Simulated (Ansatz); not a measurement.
# NaH (Fm-3m) in Ansatz: settings compared

The runs below take NaH through single point, with PBEsol, HSE06, PBE0.

Program: Ansatz 0.2.0. These are calculated values, not measurements. Logs are shortened: lines on timing, memory, paths and dates and some standing lists are left out, and cuts for length are marked.

**1. The structure**

It takes space group Fm-3m (No. 225, cubic). The conventional cell has a = 4.880 Å, b = 4.880 Å, c = 4.880 Å, α = 90.00°, β = 90.00°, γ = 90.00°. Around Na (site symmetry m-3m) lie 6 H at 2.44 Å. H (site symmetry m-3m) has 6 Na at 2.44 Å as nearest neighbours.

**2. Single point, PBEsol**

File input.yaml:

```yaml
crystal:
  lattice:
    - [0.0, 2.44, 2.44]
    - [2.44, 0.0, 2.44]
    - [2.44, 2.44, 0.0]
  atoms:
    - { symbol: Na, position: [0.0, 0.0, 0.0] }
    - { symbol: H, position: [0.5, 0.5, 0.5] }
kpoints:
  mp_grid: { grid: [6, 6, 6] }
scf:
  occupations: { method: fermi_dirac, width: 0.05 }
hamiltonian:
  xc: pbesol
  pseudopotentials: { kind: all_electron, datasets: crystal }
output:
  forces: true
  stress: true
  eigenvalues: true
```

Potentials or basis: all-electron PAW datasets made for the crystal.

Run with:

```bash
> ansatz run input.yaml --threads 2 --pin off --max-ram 8192MiB --backend cpu --events-out ev --progress --plain --runs-dir out
```

Output:

```text
Warning: RAYON_NUM_THREADS=2 ignored (pool sized by the plan → 2); use --threads N
hamiltonian.pseudopotentials.datasets: crystal makes datasets for this crystal and solves the spheres of its atoms anew in each pass: cutoff 160.0 eV, the density's 640.0 eV; for an error of 0.50 meV an atom under PBE, 1.0 meV for the cell; an energy difference from a run of another recipe may be off by several times the error for the cell, under r2SCAN by more, where some 0.1 meV an atom stays at smaller errors; H in spheres of 1.064 Å, 1 of its electrons in bands; Na in spheres of 1.376 Å, 9 of its electrons in bands
Engine: ansatz 0.2.0, aarch64-unknown-linux-gnu
Pseudopotentials: kind: all_electron
Pseudopotential: Na, paw, valence charge 9, recommended cutoff 160 eV (normal), crystal/all_electron/pbesol/scalar/gaussian/Na, Koelling and Harmon's equation, gaussian nucleus
Pseudopotential: H, paw, valence charge 1, recommended cutoff 160 eV (normal), crystal/all_electron/pbesol/scalar/gaussian/H, Koelling and Harmon's equation, gaussian nucleus
Functional definition: PBEsol
  exchange = pbesol_x
  correlation = pbesol_c
Crystal: 2 atoms, lattice volume = 29.054 Å³
Basis set: ecut = 160 eV, 137 PW (Γ), exchange–correlation on 30×30×30 points (8 copies of the dense FFT grid, shifted against one another)
Bands: 9, of which v1, the nominal top of the filled ones, is band 5 counted from 1 (4 counted from 0)
Symmetry: 48 space group operations
Space group: Fm-3m (ITA 225), of the structure as read, at distance tolerance 3.1e-5 Å
k-points: 16 of 216
Non-local potential: Na, projectors of the file, l = 0: 2, l = 1: 3
Non-local potential: H, projectors of the file, l = 0: 2, l = 1: 1
PAW form: soft (Blöchl's): semilocal exchange-correlation on the pseudo side does not see the compensation charge
PAW one-centre angular grid: Na, 110 points (default); XC on its mesh's 2019 points in the sphere
PAW one-centre angular grid: H, 110 points (default); XC on its mesh's 2179 points in the sphere
Initial density: superposition of atomic densities (neutral atoms: chi_scale 0, normalization atom)
Initial wavefunctions: pseudopotential atomic-orbital guess
Functional: x = pbesol(κ = 0.804, μ = 0.12345679012345678), c = pbesol(β = 0.046)
iter 1 solved again at ethr=1.03e-2 eV; its pass at ethr=1.00e-1 eV (dr2=1.03e0 eV) is discarded
SCF iter   1: F=—  HF=-4425.915453 eV  |F-HF|=—  |Δ(HF+E_count)|=         —  Δρ=5.17e-2  dr2=1.03e0  ethr=1.03e-2  ⟨swp⟩=2.5  Hψ=895  notcnv=0
preconditioner: auto → none  [insulator: Δε(μ)=4.622 eV  Ē_g=11.554 eV  σ=0.050 eV  W_gap=1.00  n_scr=8 (ndim 8)  ℏωp=9.7 eV  f_vac=0.000  D(μ)=0.00/eV (n_scr^D=0)  ε∞_Penn≈1.7]
iter 2 solved again at ethr=6.54e-4 eV; its pass at ethr=1.03e-2 eV (dr2=6.54e-2 eV) is discarded
SCF iter   2: F=—  HF=-4425.578302 eV  |F-HF|=—  |Δ(HF+E_count)|=   3.37e-1  Δρ=1.19e-2  dr2=6.51e-2  ethr=6.54e-4  ⟨swp⟩=2.2  Hψ=696  notcnv=0
SCF iter   3: F=—  HF=-4425.568648 eV  |F-HF|=—  |Δ(HF+E_count)|=   9.65e-3  Δρ=2.26e-3  dr2=1.08e-3  ethr=6.51e-4  ⟨swp⟩=2.9  Hψ=317  notcnv=0
SCF iter   4: F=—  HF=-4425.571359 eV  |F-HF|=—  |Δ(HF+E_count)|=   2.71e-3  Δρ=6.78e-4  dr2=6.57e-5  ethr=1.08e-5  ⟨swp⟩=2.0  Hψ=796  notcnv=0
SCF iter   5: F=—  HF=-4425.571432 eV  |F-HF|=—  |Δ(HF+E_count)|=   7.35e-5  Δρ=9.28e-5  dr2=1.58e-6  ethr=6.57e-7  ⟨swp⟩=3.0  Hψ=376  notcnv=0
SCF iter   6: F=—  HF=-4425.571430 eV  |F-HF|=—  |Δ(HF+E_count)|=   1.66e-6  Δρ=7.87e-6  dr2=1.77e-8  ethr=1.58e-8  ⟨swp⟩=3.1  Hψ=290  notcnv=0
SCF iter   7: F=-4425.571430 eV  HF=-4425.571430 eV  |F-HF|=8.91e-11  |Δ(HF+E_count)|=   1.94e-9  Δρ=5.52e-7  dr2=6.31e-11  ethr=1.77e-10  ⟨swp⟩=3.0  Hψ=262  notcnv=0
SCF 1 converged in 7 iterations: F = -4425.571422 eV  dr2 = 6.31e-11
  Residual-converged pass: ⟨swp⟩=2.9  Hψ=229  notcnv=0  max |occ|·‖R‖ = 5.0e-6 eV (tolerance 5.3e-6 eV)  dr2=6.22e-11  dr2_onsite=1.46e-10  max |Δocc| = 2.0e-23
SCF converged after 7 iterations
Free energy (F): -4425.571422 eV
Harris-Foulkes:  -4425.571422 eV  (|F-HF|=8.91e-11)
Internal energy: -4425.571422 eV  (E = F + TS)
E sigma→0 (E₀):  -4425.571422 eV
Past the cutoff: the bands carry plane waves up to 1.75 times it, of which those up to 1.5 times it add -0.000270 eV an atom, each by itself; the spheres take 0.000394 eV an atom off the energy for waves past 1.75 times it
By the cutoff:   a pressure is off by up to 0.009 GPa (1.2 times the spheres' own share and the shells' term, over an atom's volume, and 0.004 GPa: a bound that held against runs at twice the plane waves)
Past the cutoffs: a stress includes 0.0033 GPa for waves and charges beyond them, in addition to the slope of what the spheres take
In the spheres:  the bands' charges fall short by 3.0e-6 e at most (sound up to 1e-3)
Fermi energy:    2.275220 eV
--- Per-component energies (eV) ---
  E_band       = -229.988594
  E_kinetic    = 24.890031
  E_local      = -686.755643  (includes V_loc(G=0)·N_el)
  E_nonlocal   = -433.591220
  E_hartree    = 314.405337
  E_xc         = -14.610997
  E_vxc        = -19.030137  (∫ρ·V_xc dr)
  E_paw        = -4820.752104  (= ΣΔE_a)
  E_vpaw       = -1518.774599  (= ΣTr[D̂ρ^β])
  E_ewald      = -583.619228
  E_smearing   = -0.000000  (= −TS)
  E_closure    = 1774.462402  (closes the sum)
  Σ components = -4425.571422   (vs F -4425.571422, Δ=0.00e0)
  The terms above E_closure are by the made datasets' own strengths, without shells solved beside the bands.
--- Forces (eV/Å), atoms counted from 1 ---
  atom   1  Na    -0.00000000     0.00000000     0.00000000
  atom   2  H      0.00000000    -0.00000000     0.00000000
  max |Σ_I F_I| component: 3.69e-31 eV/Å
--- Stress (GPa, compression-positive) ---
       -1.192956       0.000000      -0.000000
        0.000000      -1.192956       0.000000
       -0.000000       0.000000      -1.192956
  P = ⅓ Tr σ = -1.1930 GPa (-11.930 kbar)
--- Band table (eV; the first three rows and the last of 16) ---
  k-point 0: bands = ["-49.5296", "-21.5801", "-21.5801", "-21.5801", "-3.1213", "10.6721", "15.6708"]
  k-point 1: bands = ["-49.5281", "-21.6020", "-21.5827", "-21.5827", "-2.6564", "9.1257", "12.4649"]
  k-point 2: bands = ["-49.5251", "-21.6453", "-21.5880", "-21.5880", "-1.4077", "5.8592", "11.2354"]
  k-point 15: bands = ["-49.5216", "-21.6456", "-21.6216", "-21.6110", "0.4624", "5.4728", "7.3216"]
```

Run time: 0.75 s. Hardware: 2 threads of Arm Neoverse V2, shared host; peak memory 0.29 GiB.

What came out:

```yaml
Free_energy: -4425.5714 eV
Pressure: -1.2 GPa
Band_gap_on_the_k_mesh: 3.57 eV, indirect (least direct gap 4.40 eV)
```

Levels at points of the mesh, in eV from the valence-band top:
```
             k point  band 1  band 2  band 3  band 4  band 5  band 6  band 7
  (0.00, 0.00, 0.00)  -49.99  -22.04  -22.04  -22.04   -3.58   10.21   15.21
 (0.00, 0.00, -0.50)  -49.99  -22.13  -22.05  -22.05   -0.84    3.57   10.48
(0.00, -0.50, -0.50)  -49.98  -22.12  -22.07  -22.07   -0.13    4.40    9.71
```

**3. Single point, HSE06**

Edit input.yaml of step 2 so:

```diff
@@ -13,3 +13,3 @@
 hamiltonian:
-  xc: pbesol
+  xc: hse06
   pseudopotentials: { kind: all_electron, datasets: crystal }
@@ -18,2 +18 @@
   stress: true
-  eigenvalues: true
```

Potentials or basis: all-electron PAW datasets made for the crystal.

Run with:

```bash
> ansatz run input.yaml --threads 2 --pin off --max-ram 8192MiB --backend cpu --events-out ev --progress --plain --runs-dir out
```

It took 12 s on 2 threads of Arm Neoverse V2, shared host; peak memory 0.47 GiB.

Results (log left out):

* Free energy: -4436.5585 eV
* Pressure: -1.0 GPa
* Band gap on the k mesh: 4.79 eV, indirect (least direct gap 5.68 eV)

Levels at points of the mesh, in eV from the valence-band top:
| k point | band 3 | band 4 | band 5 | band 6 |
| --- | --- | --- | --- | --- |
| (0.00, 0.00, 0.00) | -24.41 | -24.41 | -3.81 | 11.75 |
| (0.00, 0.00, -0.50) | -24.42 | -24.42 | -0.89 | 4.79 |
| (0.00, -0.50, -0.50) | -24.43 | -24.43 | -0.13 | 5.64 |

A k mesh can miss the band edges.

**4. Single point, PBE0**

Edit input.yaml of step 3 so:

```diff
@@ -13,3 +13,3 @@
 hamiltonian:
-  xc: hse06
+  xc: pbe0
   pseudopotentials: { kind: all_electron, datasets: crystal }
```

Potentials or basis: all-electron PAW datasets made for the crystal.

Run with:

```bash
> ansatz run input.yaml --threads 2 --pin off --max-ram 8192MiB --backend cpu --events-out ev --progress --plain --runs-dir out
```

Output:

```text
Warning: RAYON_NUM_THREADS=2 ignored (pool sized by the plan → 2); use --threads N
hamiltonian.pseudopotentials.datasets: crystal makes datasets for this crystal and solves the spheres of its atoms anew in each pass: cutoff 180.0 eV, the density's 720.0 eV;, for an error of 0.50 meV an atom under PBE, 1.0 meV for the cell; an energy difference from a run of another recipe may be off by several times the error for the cell, under r2SCAN by more, where some 0.1 meV an atom stays at smaller errors; H in spheres of 1.064 Å, 1 of its electrons in bands; Na in spheres of 1.376 Å, 9 of its electrons in bands
[... 2 set-up lines as earlier in the session ...]
Pseudopotential: Na, paw, valence charge 9, recommended cutoff 180 eV (normal), crystal/all_electron/pbe/scalar/gaussian/Na, Koelling and Harmon's equation, gaussian nucleus
Pseudopotential: H, paw, valence charge 1, recommended cutoff 180 eV (normal), crystal/all_electron/pbe/scalar/gaussian/H, Koelling and Harmon's equation, gaussian nucleus
Functional definition: PBE0
  parameter a = 0.25
  parameter kappa = 0.804
  parameter beta = 0.06672455060314922
  exchange = (1 - a)*pbe_x(kappa = kappa, mu = beta*pi^2/3) + a*exact_x
  correlation = pbe_c(beta = beta)
Crystal: 2 atoms, lattice volume = 29.054 Å³
Basis set: ecut = 180 eV, 169 PW (Γ), exchange–correlation on 32×32×32 points (8 copies of the dense FFT grid, shifted against one another)
Bands: 9, of which v1, the nominal top of the filled ones, is band 5 counted from 1 (4 counted from 0)
[... 2 set-up lines as earlier in the session ...]
k-points: 16 of 216
[... 7 set-up lines as earlier in the session ...]
Functional: x = 0.75 pbe(κ = 0.804, μ = 0.2195149727645171) + 0.25 exact, c = pbe(β = 0.06672455060314922)
iter 1 solved again at ethr=1.16e-2 eV; its pass at ethr=1.00e-1 eV (dr2=1.16e0 eV) is discarded
SCF iter   1: F=—  HF=-4436.738960 eV  |F-HF|=—  |Δ(HF+E_count)|=         —  Δρ=5.55e-2  dr2=1.15e0  ethr=1.16e-2  ⟨swp⟩=2.4  Hψ=864  notcnv=0
preconditioner: auto → none  [insulator: Δε(μ)=4.804 eV  Ē_g=11.679 eV  σ=0.050 eV  W_gap=1.00  n_scr=8 (ndim 8)  ℏωp=9.7 eV  f_vac=0.000  D(μ)=0.00/eV (n_scr^D=0)]
iter 2 solved again at ethr=8.08e-4 eV; its pass at ethr=1.15e-2 eV (dr2=8.08e-2 eV) is discarded
SCF iter   2: F=—  HF=-4436.348492 eV  |F-HF|=—  |Δ(HF+E_count)|=   3.90e-1  Δρ=1.34e-2  dr2=8.01e-2  ethr=8.08e-4  ⟨swp⟩=2.3  Hψ=684  notcnv=0
SCF iter   3: F=—  HF=-4436.334115 eV  |F-HF|=—  |Δ(HF+E_count)|=   1.44e-2  Δρ=2.28e-3  dr2=1.19e-3  ethr=8.01e-4  ⟨swp⟩=2.9  Hψ=318  notcnv=0
SCF iter   4: F=—  HF=-4436.336805 eV  |F-HF|=—  |Δ(HF+E_count)|=   2.69e-3  Δρ=9.67e-4  dr2=1.67e-4  ethr=1.19e-5  ⟨swp⟩=2.4  Hψ=585  notcnv=0
SCF iter   5: F=—  HF=-4436.712581 eV  |F-HF|=—  |Δ(HF+E_count)|=         —  Δρ=2.59e-3  dr2=1.19e-3  ethr=1.67e-6  ⟨swp⟩=4.1  Hψ=616  notcnv=0  defer=1
SCF iter   6: F=—  HF=-4436.713603 eV  |F-HF|=—  |Δ(HF+E_count)|=   1.02e-3  Δρ=8.75e-4  dr2=1.67e-4  ethr=1.67e-6  ⟨swp⟩=3.2  Hψ=401  notcnv=0
SCF iter   7: F=—  HF=-4436.713440 eV  |F-HF|=—  |Δ(HF+E_count)|=   1.63e-4  Δρ=4.54e-5  dr2=9.47e-7  ethr=1.67e-6  ⟨swp⟩=3.0  Hψ=391  notcnv=0
SCF iter   8: F=—  HF=-4436.713744 eV  |F-HF|=—  |Δ(HF+E_count)|=   3.04e-4  Δρ=1.12e-4  dr2=8.45e-7  ethr=9.47e-9  ⟨swp⟩=4.0  Hψ=432  notcnv=0
SCF iter   9: F=—  HF=-4436.713832 eV  |F-HF|=—  |Δ(HF+E_count)|=   8.74e-5  Δρ=4.39e-5  dr2=5.80e-7  ethr=8.45e-9  ⟨swp⟩=3.0  Hψ=311  notcnv=0
SCF iter  10: F=—  HF=-4436.713746 eV  |F-HF|=—  |Δ(HF+E_count)|=   8.63e-5  Δρ=3.64e-5  dr2=2.42e-7  ethr=5.80e-9  ⟨swp⟩=3.0  Hψ=334  notcnv=0
SCF iter  11: F=—  HF=-4436.713760 eV  |F-HF|=—  |Δ(HF+E_count)|=   1.44e-5  Δρ=7.73e-6  dr2=1.33e-8  ethr=2.42e-9  ⟨swp⟩=3.0  Hψ=288  notcnv=0
SCF iter  12: F=—  HF=-4436.713771 eV  |F-HF|=—  |Δ(HF+E_count)|=   1.08e-5  Δρ=5.77e-6  dr2=3.55e-9  ethr=1.33e-10  ⟨swp⟩=3.3  Hψ=309  notcnv=0
SCF iter  13: F=—  HF=-4436.713758 eV  |F-HF|=—  |Δ(HF+E_count)|=   1.25e-5  Δρ=1.36e-5  dr2=3.63e-8  ethr=3.55e-11  ⟨swp⟩=3.9  Hψ=332  notcnv=0
SCF iter  14: F=-4436.713773 eV  HF=-4436.713773 eV  |F-HF|=9.90e-10  |Δ(HF+E_count)|=   1.49e-5  Δρ=1.48e-6  dr2=1.57e-10  ethr=3.55e-11  ⟨swp⟩=3.1  Hψ=307  notcnv=0
SCF 1 converged in 14 iterations: F = -4436.713767 eV  dr2 = 1.57e-10
  Residual-converged pass: ⟨swp⟩=2.9  Hψ=258  notcnv=0  max |occ|·‖R‖ = 5.2e-6 eV (tolerance 5.3e-6 eV)  dr2=2.02e-10  dr2_onsite=2.05e-9  max |Δocc| = 0.0e0
hybrid outer 1: dexx = +1.859e-11 eV
hybrid SCF converged: 1 outer / 14 inner (+0 warm-up), last move |dexx| = 1.86e-11 eV
Stability not checked: this state was not tested for a lower state beside it, because the functional holds exact exchange (a hybrid, or Hartree-Fock), whose exchange loop this test does not read (fock_operator; see scf.lower_state_search)
Free energy (F): -4436.713767 eV
Harris-Foulkes:  -4436.713767 eV  (|F-HF|=9.90e-10)
Internal energy: -4436.713767 eV  (E = F + TS)
E sigma→0 (E₀):  -4436.713767 eV
Past the cutoff: the bands carry plane waves up to 1.75 times it, of which those up to 1.5 times it add -0.000199 eV an atom, each by itself; the spheres take 0.000400 eV an atom off the energy for waves past 1.75 times it
Past the cutoffs: a stress includes 0.0080 GPa for waves and charges beyond them, in addition to the slope of what the spheres take
In the spheres:  the bands' charges fall short by 2.7e-5 e at most (sound up to 1e-3)
Fermi energy:    2.103370 eV
--- Per-component energies (eV) ---
  E_band       = -264.502346
  E_kinetic    = 24.966104
  E_local      = -687.621309  (includes V_loc(G=0)·N_el)
  E_nonlocal   = -439.017599
  E_hartree    = 315.223253
  E_xc         = -11.475619
  E_vxc        = -14.869714  (∫ρ·V_xc dr)
  E_exx        = -48.770824  (= α·E_x^exact, valence–valence)
  E_paw        = -4782.883510  (= ΣΔE_a)
  E_vpaw       = -1457.349584  (= ΣTr[D̂ρ^β])
  E_ewald      = -583.619228
  E_smearing   = -0.000000  (= −TS)
  E_closure    = 1776.484964  (closes the sum)
  Σ components = -4436.713767   (vs F -4436.713767, Δ=0.00e0)
  The terms above E_closure are by the made datasets' own strengths, without shells solved beside the bands.
--- Forces (eV/Å), atoms counted from 1 ---
  atom   1  Na     0.00000000    -0.00000000    -0.00000000
  atom   2  H     -0.00000000    -0.00000000     0.00000000
  max |Σ_I F_I| component: 1.97e-17 eV/Å
--- Stress (GPa, compression-positive) ---
       -1.019332      -0.000000      -0.000000
       -0.000000      -1.019332       0.000000
       -0.000000       0.000000      -1.019332
  P = ⅓ Tr σ = -1.0193 GPa (-10.193 kbar)
--- Band table (eV; the first three rows and the last of 16) ---
  k-point 0: bands = ["-54.9752", "-25.1177", "-25.1177", "-25.1177", "-4.5516", "11.8357"]
  k-point 1: bands = ["-54.9738", "-25.1381", "-25.1200", "-25.1200", "-4.0351", "10.1707"]
  k-point 2: bands = ["-54.9709", "-25.1784", "-25.1246", "-25.1246", "-2.6638", "6.7185"]
  k-point 15: bands = ["-54.9677", "-25.1764", "-25.1549", "-25.1460", "-0.6811", "6.3217"]
```

It took 16 s on 2 threads of Arm Neoverse V2, shared host; peak memory 0.46 GiB.

What came out:

- Free energy: -4436.7138 eV
- Pressure: -1.0 GPa
- Band gap on the k mesh: 5.51 eV, indirect (least direct gap 6.41 eV)

**5. Overview**

```csv
level,cutoff (eV),gap on the mesh (eV),pressure (GPa)
PBEsol,160,3.57,-1.2
HSE06,180,4.79,-1.0
PBE0,180,5.51,-1.0
```

Alike in all rows: task single point; potentials or basis all-electron PAW datasets made for the crystal; no spin polarisation; cell as given; k mesh 6 × 6 × 6; smearing fermi-dirac 0.05 eV.

On the cell as given the gap runs from 3.57 eV (PBEsol) to 5.51 eV (PBE0).

Compare energies only between runs with the same functional and basis.
